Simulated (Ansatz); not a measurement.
# 1T-PtSTe monolayer in a perpendicular field, part 3 of 3

Wanted: the out-of-plane response of the 1T-PtSTe monolayer. A positive field points along +c.

Ansatz 0.2.0; plane-wave DFT, PBEsol-D3(BJ), Ansatz PAW (the session's first sound run).

So far. Step 7 (Atoms held, field 0.2 V/Å): The dipole is -0.0307 e·Å, 0.0666 e·Å from its value without field, and the gap 0.799 eV. Step 8 (Single point, field 0.3 V/Å): The dipole is 0.00273 e·Å, 0.100 e·Å from its value without field, and the gap 0.789 eV.

## 9. Response, atoms held

This step: plane-wave DFT, PBEsol-D3(BJ), Ansatz PAW; response to a field along the normal, atoms held (Ansatz 0.2.0).

The dipoles give the slope, and the difference of two potentials shows where the field is screened.

Numbers from this step:

```yaml
equivalent_conductor_thickness_p_eps_0ae: 5.020 Å
distance_between_the_outer_atoms: 2.642 Å
```

Table of dipole of the cell by applied field:

```
applied field (V/Å)  dipole of the cell (e·Å)
             -0.050                    -0.114
              0.000                   -0.0973
              0.050                   -0.0807
              0.100                   -0.0640
              0.200                   -0.0307
              0.300                   0.00273
```

Local field over the applied field, running mean. From the potentials at -0.05 and 0.05 V/Å; running mean over 2.5 Å. Local field over applied field against z:

```csv
z (Å),local field over applied field
4.5,0.996
5.0,0.989
5.5,0.971
6.0,0.930
6.5,0.845
7.0,0.708
7.5,0.541
8.0,0.367
8.5,0.208
9.0,0.0928
9.5,0.0352
10.0,0.0141
10.5,0.0212
11.0,0.0621
11.5,0.151
12.0,0.291
12.5,0.462
13.0,0.638
13.5,0.795
14.0,0.906
14.5,0.964
15.0,0.987
15.5,0.995
16.0,0.998
16.5,1.000
```

Electrons, planar mean, per unit field. Induced electron density against z:

z (Å), induced electron density (e/Å³ per V/Å) and a bar from the least value:
```
     4.01    0.00001 ###############
     4.30    0.00001 ###############
     4.73    0.00003 ###############
     5.02    0.00005 ################
     5.45    0.00012 ################
     5.73    0.00021 ################
     6.02    0.00036 #################
     6.45    0.00078 ###################
     6.74    0.00125 #####################
     7.02    0.00191 ########################
     7.45    0.00297 #############################
     7.74    0.00325 ##############################
     8.17    0.00208 #########################
     8.46    0.00108 ####################
     8.74    0.00100 ####################
     9.17    0.00058 ##################
     9.46    0.00032 #################
     9.75    0.00001 ###############
    10.18   -0.00013 ###############
    10.46   -0.00034 ##############
    10.89    0.00005 ###############
    11.18   -0.00044 #############
    11.47   -0.00102 ###########
    11.90   -0.00144 #########
    12.18   -0.00248 ####
    12.47   -0.00336 
    12.90   -0.00289 ##
    13.19   -0.00202 ######
    13.62   -0.00097 ###########
    13.90   -0.00056 #############
    14.19   -0.00032 ##############
    14.62   -0.00013 ###############
    14.91   -0.00007 ###############
    15.20   -0.00004 ###############
    15.63   -0.00001 ###############
    15.91   -0.00001 ###############
    16.34    0.00000 ###############
    16.63    0.00000 ###############
```

The smaller of the gaps on the path and on the k-mesh, counted as 0 under 0.03 eV. The gap by applied field:

```
applied field (V/Å)  gap (eV)
             -0.050     0.825
              0.000      0.82
              0.050     0.815
              0.100     0.809
              0.200     0.799
              0.300     0.789
```

By hand: between -0.05 and 0.05 V/Å the dipole changes by 0.03323 e·Å, a slope of 0.3323 e·Å²/V. A perfect conductor of thickness t has p = ε₀AEt, so t = 180.95 × 0.3323 / 11.985 = 5.02 Å (e/ε₀ = 180.95 V·Å, A in Å²).

The induced dipole is that of a conductor 5.02 Å thick.

## 10. With spin-orbit coupling

This step: plane-wave DFT, PBE, fully relativistic PAW with spin-orbit coupling (Ansatz 0.2.0).

Heavy atoms split their bands by spin-orbit coupling, so this run uses fully relativistic files and two-component states.

The input, input.yaml:

```yaml
crystal:
  lattice:
    - [3.7201473323, 0.0, 0.0]
    - [-1.8600736661, 3.2217420956, 0.0]
    - [0.0, 0.0, 20.6423493926]
  atoms:
    - { symbol: Te, position: [0.6666666667, 0.3333333333, 0.4359968833] }
    - { symbol: Pt, position: [0.0, 0.0, 0.5065051444] }
    - { symbol: S, position: [0.3333333333, 0.6666666667, 0.5640031167] }
kpoints:
  mp_grid: { grid: [12, 12, 1] }
  band_path:
    path: [[0, 0, 0], [0.5, 0, 0], [0.33333333, 0.33333333, 0], [0, 0, 0]]
    npoints: 16
hamiltonian:
  xc: pbe
  pseudopotentials: { kind: paw_fr }
magnetization:
  noncollinear: true
  spin_orbit: true
scf:
  occupations: { method: fermi_dirac, width: 0.02585 }
  convergence: { dr2_threshold: 1.0e-09 }
efield:
  axis: 3
  dipole_correction: true
  ramp_position: 0.97
  ramp_width: 0.06
  amplitude: 0
output:
  write_potential: true
  write_density: true
  volumetric_format: npy
```

Command:

```console
> ansatz run input.yaml --threads 2 --pin off --max-ram 3072MiB --backend cpu --events-out ev --progress --plain --runs-dir out
```

Numbers of over 12 decimals in the logs are rounded to 6 here.

Log:

```text
[...]
non-collinear run that drives no moment, with spin-orbit: no starting moment large enough to seed its density (crystal.atoms[].spin), no starting occupations that ask for one, no magnetisation constraint and no magnetic field, so the semilocal B_xc is pinned to zero
Crystal: 3 atoms, lattice volume = 247.406 Å³
Basis set: ecut = 420 eV, 4893 PW (Γ)
Bands: 48, of which v1, the nominal top of the filled ones, is band 40 counted from 1 (39 counted from 0)
Symmetry: 6 space group operations + 6 with time reversal
[...]
k-points: 19 of 144 (time reversal used)
Projection manifold: j_resolved (fully-relativistic pseudo-atomic orbitals)
[...]
SCF iter   1: F=—  HF=-20444.132351 eV  |F-HF|=—  |Δ(HF+E_count)|=         —  Δρ=4.06e-2  dr2=5.50e0  dr2_m=0.00e0 (ungated)  ethr=3.10e-3  |M|=0.00e0 ∫|m|=0.00e0 μB  |m|>n=0.0e0 m-floor=0.0e0 τ_xc=0.0e0  β_m=0.30  p=0.000 e·Å  D=5.33e-7 V/Å  ΔV_dip=-0.00 eV  dr2_dipole=3.08e-1  V_vac-E_F(+/−)=4.81/4.81 eV  ⟨swp⟩=15.6  Hψ=5681  notcnv=0
[...]
spin=Noncollinear: Resta preconditioning applied to the charge; magnetization (m_x, m_y, m_z) channels mix plain (no charge-response kernel on spin).
SCF iter   2: F=—  HF=-20443.180956 eV  |F-HF|=—  |Δ(HF+E_count)|=   9.51e-1  Δρ=1.70e-2  dr2=4.11e-1  dr2_m=0.00e0 (ungated)  ethr=3.10e-3  |M|=0.00e0 ∫|m|=0.00e0 μB  |m|>n=0.0e0 m-floor=0.0e0 τ_xc=0.0e0  β_m=0.31  p=-0.108 e·Å  D=-7.90e-2 V/Å  ΔV_dip=1.63 eV  dr2_dipole=1.67e-2  V_vac-E_F(+/−)=6.03/4.40 eV  ⟨swp⟩=3.1  Hψ=1623  notcnv=0  defer=64
[...]
SCF iter  11: F=-20443.124929 eV  HF=-20443.124929 eV  |F-HF|=7.28e-12  |Δ(HF+E_count)|=   1.01e-9  Δρ=2.35e-7  dr2=1.37e-10  dr2_m=0.00e0 (ungated)  ethr=2.50e-12  |M|=0.00e0 ∫|m|=0.00e0 μB  |m|>n=0.0e0 m-floor=0.0e0 τ_xc=0.0e0  p=-0.100 e·Å  D=-7.33e-2 V/Å  ΔV_dip=1.51 eV  dr2_dipole=5.48e-13  V_vac-E_F(+/−)=5.71/4.20 eV  ⟨swp⟩=16.3  Hψ=3449  notcnv=0
SCF 1 converged in 11 iterations: F = -20443.124929 eV  dr2 = 1.37e-10
[...]
SCF converged after 11 iterations
Magnetization: |M| = 0.0000 μB,  M = (+0.0000, +0.0000, +0.0000) μB
Absolute magnetization: 0.0000 μB (∫|m|)
  site 0: m = (+0.0000, +0.0000, +0.0000) μB, |m| = 0.0000 μB  (R = 1.07 Å)
  site 1: m = (+0.0000, +0.0000, +0.0000) μB, |m| = 0.0000 μB  (R = 1.01 Å)
  site 2: m = (+0.0000, +0.0000, +0.0000) μB, |m| = 0.0000 μB  (R = 1.01 Å)
Free energy (F): -20443.124929 eV
[...]
Internal energy: -20443.124929 eV  (E = F + TS)
E sigma→0 (E₀):  -20443.124929 eV
Entropy (-TS):   -0.000000 eV (-0.000 meV/atom)
Fermi energy:    -0.437735 eV
Dipole field:    D = -0.073320 V/Å  (p = -0.100247 e·Å, saw-weighted, corrected)
Work function:   Φ+ = 5.7114 eV   Φ− = 4.1979 eV
[...]
--- Band table (eV; the first three rows and the last of 19) ---
  k-point 0: bands = [... 36 lower, -1.1286, -1.1286, -0.7750, -0.7750, 2.0164, 2.0164, 2.1773, 2.1773, ... 4 higher]
  k-point 1: bands = [... 36 lower, -1.2283, -1.0575, -0.8183, -0.8032, 1.4810, 1.5489, 1.9423, 1.9699, ... 4 higher]
  k-point 2: bands = [... 36 lower, -1.3711, -1.0488, -0.9033, -0.8454, 0.5994, 0.6006, 1.6618, 1.7016, ... 4 higher]
  k-point 18: bands = [... 36 lower, -2.4411, -2.3614, -2.0409, -1.8521, -0.1297, -0.0479, 1.2128, 1.3036, ... 4 higher]
```

Run time: 78 s. Hardware: 2 threads of Intel Xeon Platinum 8259CL at 2.50GHz (Skylake/Cascade Lake), shared host; peak memory 1.4 GiB; 2.6 min of CPU time.

Numbers from this step:

```yaml
dipole_along_the_normal: -0.1002 e·Å
gap_along_the_path: 0.6454 eV
smallest_direct_gap_along_the_path: 1.143 eV
step_between_the_vacuum_levels: 1.514 eV
ionisation_energy_upper_face: 6.049 eV
electron_affinity_upper_face: 5.403 eV
ionisation_energy_lower_face: 4.535 eV
gap_the_smaller_of_path_and_mesh: 0.6454 eV
```

The electronic bands at the labelled points (eV, zero at the Fermi level of the run, which the smearing sets inside the gap):

```csv
point,band 37,band 38,band 39,band 40,band 41,band 42,band 43,band 44
Γ,-0.69,-0.69,-0.34,-0.34,2.45,2.45,2.62,2.62
halfway,-1.26,-0.92,-0.75,-0.60,0.64,0.74,1.96,2.00
M,-2.41,-2.41,-1.93,-1.93,1.71,1.71,2.06,2.06
halfway,-2.18,-2.12,-1.56,-1.42,0.83,0.90,1.75,1.84
K,-2.00,-1.92,-1.60,-1.41,0.31,0.39,1.65,1.74
halfway,-1.63,-1.32,-0.72,-0.44,0.84,0.97,1.25,1.28
Γ,-0.69,-0.69,-0.34,-0.34,2.45,2.45,2.62,2.62
```

The gap is 0.65 eV, with the valence edge 6.05 eV and the conduction edge 5.40 eV under the upper vacuum level.

## 11. With spin-orbit coupling, field 0.1 V/Å

The same in a field along the normal.

Changes to input.yaml since step 10:

```diff
@@ -11,5 +11,3 @@
   mp_grid: { grid: [12, 12, 1] }
-  band_path:
-    path: [[0, 0, 0], [0.5, 0, 0], [0.33333333, 0.33333333, 0], [0, 0, 0]]
-    npoints: 16
+  band_path: { path: [[0, 0, 0], [0.12, 0, 0]], npoints: 24 }
 hamiltonian:
@@ -28,3 +26,3 @@
   ramp_width: 0.06
-  amplitude: 0
+  amplitude: 0.1
 output:
```

Log:

```text
[...]
Crystal: 3 atoms, lattice volume = 247.406 Å³
Basis set: ecut = 420 eV, 4893 PW (Γ)
Bands: 48, of which v1, the nominal top of the filled ones, is band 40 counted from 1 (39 counted from 0)
Symmetry: 6 space group operations + 6 with time reversal
[...]
k-points: 19 of 144 (time reversal used)
[...]
k-point 1: bands = [... 36 lower, -1.2456, -1.0689, -0.8315, -0.8169, 1.4625, 1.5306, 1.9234, 1.9512, ... 4 higher]
  k-point 2: bands = [... 36 lower, -1.3841, -1.0646, -0.9145, -0.8552, 0.5809, 0.5821, 1.6433, 1.6832, ... 4 higher]
  k-point 18: bands = [... 36 lower, -2.4629, -2.3811, -2.0531, -1.8668, -0.1502, -0.0678, 1.1963, 1.2876, ... 4 higher]
[key lines of the parts left out:]
SCF converged after 11 iterations
Magnetization: |M| = 0.0000 μB,  M = (+0.0000, +0.0000, +0.0000) μB
Free energy (F): -20443.116569 eV
Fermi energy:    -0.454272 eV
Dipole field:    D = -0.048953 V/Å  (p = -0.066931 e·Å, saw-weighted, corrected)
```

Wall time 62 s (2 threads); peak memory 1.3 GiB; 2 min of CPU time.

This step gave:

```
dipole along the normal            : -0.06693 e·Å
gap along the path                 : 1.844 eV
smallest direct gap along the path : 1.888 eV
gap, the smaller of path and mesh  : 0.6398 eV
```

The dipole is -0.0669 e·Å, and the gap 0.640 eV.

## 12. Spin splitting near the zone centre

This step: plane-wave DFT, PBE, fully relativistic PAW with spin-orbit coupling; spin splitting near the zone centre (Ansatz 0.2.0).

Levels that meet at the zone centre are followed outwards; a split that grows in proportion to k gives the Rashba parameter as ΔE/2k.

This step gave:

```yaml
largest_split_over_2k_that_stays_linear_in_k: 1.202 eV Å
```

Groups of levels that meet at the zone centre and whose split, tested at two k, grows in proportion to k or stays under 1 meV; groups that fail this test are left out. Spin splitting, by row:

```csv
level at the first point (eV from the Fermi level),states,split at k = 0.029 1/A (eV),split over 2k (eV Å)
-2.344,2,0.0314,0.5367
-1.123,2,0.0703,1.202
-0.6897,2,0.0342,0.5845
2.452,2,0.0158,0.27
```

## 13. A changed input

This step: plane-wave DFT, PBEsol-D3(BJ), Ansatz PAW (Ansatz 0.2.0).

An input spoilt on purpose, to show how the run answers: it repeats the earlier run at 0.05 V/Å with efield.axis from 3 to 0, and scf.max_iter set to 100.

input.yaml, the sections that differ from step 11:

```yaml
kpoints:
  mp_grid: { grid: [12, 12, 1] }
  band_path:
    path: [[0, 0, 0], [0.5, 0, 0], [0.33333333, 0.33333333, 0], [0, 0, 0]]
    npoints: 16
hamiltonian:
  xc: pbesol
  dispersion: d3bj
scf:
  occupations: { method: fermi_dirac, width: 0.02585 }
  convergence: { dr2_threshold: 1.0e-10 }
  max_iter: 100
efield:
  axis: 0
  dipole_correction: true
  ramp_position: 0.97
  ramp_width: 0.06
  amplitude: 0.05
# crystal, output: as in step 11
# magnetization: removed
```

Log:

```text
Error: invalid value for `efield.axis`: must be in [1, 3]; got 0
```

It took 0.04 s on 2 threads; peak memory 0.068 GiB.

The program refused the input before any cycle.

The program's message: “Error: invalid value for `efield.axis`: must be in [1, 3]; got 0”

The fault put into the input: an axis of 0, outside the range 1 to 3.

## 14. Varying the input

Another changed input: it repeats the earlier run at 0.05 V/Å with scf.mixing.algorithm to broyden, scf.mixing.beta to 0.05, scf.occupations.method from fermi_dirac to cold, scf.occupations.width from 0.02585 to 0.001, scf.eigensolver.kind to davidson and basis.precision to f64.

Changes to input.yaml since step 13:

```diff
@@ -18,7 +18,8 @@
 scf:
-  occupations: { method: fermi_dirac, width: 0.02585 }
+  occupations: { method: cold, width: 0.001 }
   convergence: { dr2_threshold: 1.0e-10 }
-  max_iter: 100
+  mixing: { algorithm: broyden, beta: 0.05 }
+  eigensolver: { kind: davidson }
 efield:
-  axis: 0
+  axis: 3
   dipole_correction: true
@@ -31 +32,3 @@
   volumetric_format: npy
+basis:
+  precision: f64
```

Log:

```text
[...]
Crystal: 3 atoms, lattice volume = 247.406 Å³
Basis set: ecut = 420 eV, 4893 PW (Γ)
Bands: 24, of which v1, the nominal top of the filled ones, is band 20 counted from 1 (19 counted from 0)
Symmetry: 6 space group operations
[...]
k-points: 19 of 144 (time reversal used)
[...]
SCF iter  28: F=-20171.765932 eV  HF=-20171.765932 eV  |F-HF|=1.09e-11  |Δ(HF+E_count)|=  1.46e-10  S|Δr|=    0.00e0  Δρ=1.07e-7  dr2=2.98e-11  ethr=1.02e-12 (applied; sched 1.00e-12)  p=-0.081 e·Å  D=-5.90e-2 V/Å  ΔV_dip=1.22 eV  dr2_dipole=4.06e-13  V_vac-E_F(+/−)=6.17/4.01 eV  ⟨swp⟩=2.4  Hψ=846  notcnv=0
SCF 1 converged in 28 iterations: F = -20171.765932 eV  dr2 = 2.98e-11
[...]
SCF converged after 28 iterations
Stability not checked: this state was not tested for a lower state beside it, because cold or Methfessel-Paxton smearing, or corrected tetrahedra, fill the levels in a way that the test cannot read (fill_not_monotonic; see scf.lower_state_search)
Free energy (F): -20171.765932 eV
[...]
Internal energy: -20171.765932 eV  (E = F + TS)
E sigma→0 (E₀):  -20171.765932 eV
Fermi energy:    -0.614203 eV
Step filling:    the computed levels leave a gap of 0.8302 eV = 830.2 smearing widths at the electron count; against every level under it full and every level over it empty, smearing changes F+E_penalty+E_count by +0.00e0 meV and its σ→0 estimate by +0.00e0 meV
Dipole field:    D = -0.059006 V/Å  (p = -0.080676 e·Å, saw-weighted, corrected)
Work function:   not extracted (applied field tilts the vacuum); planar V_es + V_field profile in the machine report
[...]
--- Band table (eV; the first three rows and the last of 19) ---
  k-point 0: bands = [... 16 lower, -2.8977, -1.5421, -1.0300, -1.0300, 2.0104, 2.0104, 2.8520, 3.8249]
  k-point 1: bands = [... 16 lower, -2.9655, -1.6442, -1.0541, -1.0472, 1.4272, 1.8606, 3.0364, 4.0538]
  k-point 2: bands = [... 16 lower, -3.2520, -1.7928, -1.1718, -1.0468, 0.4830, 1.5937, 3.4399, 4.4627]
  k-point 18: bands = [... 16 lower, -4.2685, -3.2745, -2.5162, -2.0687, -0.1998, 1.1526, 4.0990, 5.9341]
```

It took 25 s on 2 threads; peak memory 0.68 GiB.

This step gave:

```
gap on the k-mesh                  : 0.8302 eV
dipole along the normal            : -0.08068 e·Å
gap along the path                 : 0.8147 eV
smallest direct gap along the path : 1.297 eV
gap, the smaller of path and mesh  : 0.8147 eV
```

The electronic bands at the labelled points (eV, zero at the Fermi level of the run, which the smearing sets inside the gap):

```csv
point,band 17,band 18,band 19,band 20,band 21,band 22,band 23,band 24
Γ,-2.28,-0.93,-0.42,-0.42,2.62,2.62,3.47,4.44
halfway,-2.93,-1.44,-0.90,-0.69,0.75,2.07,4.54,4.70
M,-3.12,-2.73,-2.36,-1.88,1.78,2.16,3.59,5.15
halfway,-3.33,-2.84,-2.09,-1.42,0.94,1.87,4.30,6.48
K,-3.65,-2.66,-1.90,-1.45,0.41,1.77,4.71,6.55
halfway,-2.99,-1.62,-1.42,-0.49,0.98,1.32,4.86,5.48
Γ,-2.28,-0.93,-0.42,-0.42,2.62,2.62,3.47,4.44
```

```
                               quantity  this run  earlier run  difference
          dipole along the normal (e·Å)  -0.08068     -0.08068      1.9e-6
                gap along the path (eV)    0.8147       0.8147     -2.0e-6
smallest direct gap along the path (eV)     1.297        1.297     -2.0e-6
```

Nothing in the table moves by 0.01 in its unit (for the dipole 0.5 % and 5e-5 e·Å). The run took 28 SCF cycles against 13.

The path shows an indirect gap of 0.81 eV (valence top between K and Γ, conduction bottom at K). The least direct gap is 1.30 eV.

## 15. Outcome

| Quantity | Value |
| --- | --- |
| gap without field | 0.820 eV |
| ionisation energy, upper face | 6.24 eV |
| electron affinity, upper face | 5.42 eV |
| step between the vacuum levels | 1.47 eV |
| equivalent conductor thickness, atoms held | 5.02 Å |
| largest split over 2k that stays linear in k at 0.1 V/Å | 1.20 eV Å |

The induced dipole equals that of a perfect conductor 5.02 Å thick, while the outer atoms lie 2.64 Å apart; an out-of-plane ε follows only once a thickness t is chosen, by 1 − 1/ε = 5.02 Å / t. The two faces differ: the vacuum level above lies 1.47 eV higher than the one below. The gap goes from 0.82 eV to 0.79 eV at 0.3 V/Å. Semilocal functionals give gaps that are too small, and excitons are not included. The field series itself is without spin-orbit coupling. With this functional, D3(BJ) tends to leave the relaxed cell short of measured lattice constants, by some per cent.

[Logs are printed without paths, hosts, clocks, repeated set-up lines and the standing remarks that a program may print on its own settings, such as how far it seeks lower states.]

[Hosts, paths, dates, database ids (printed as entryN), source tags and the programs' standing remarks are cut or masked in the printed files.]

[Maps of the electrostatic potential energy from Ansatz leave out the sawtooth potential of an applied field or a dipole correction, so their vacuum need not be flat; planar profiles and work functions include it.]
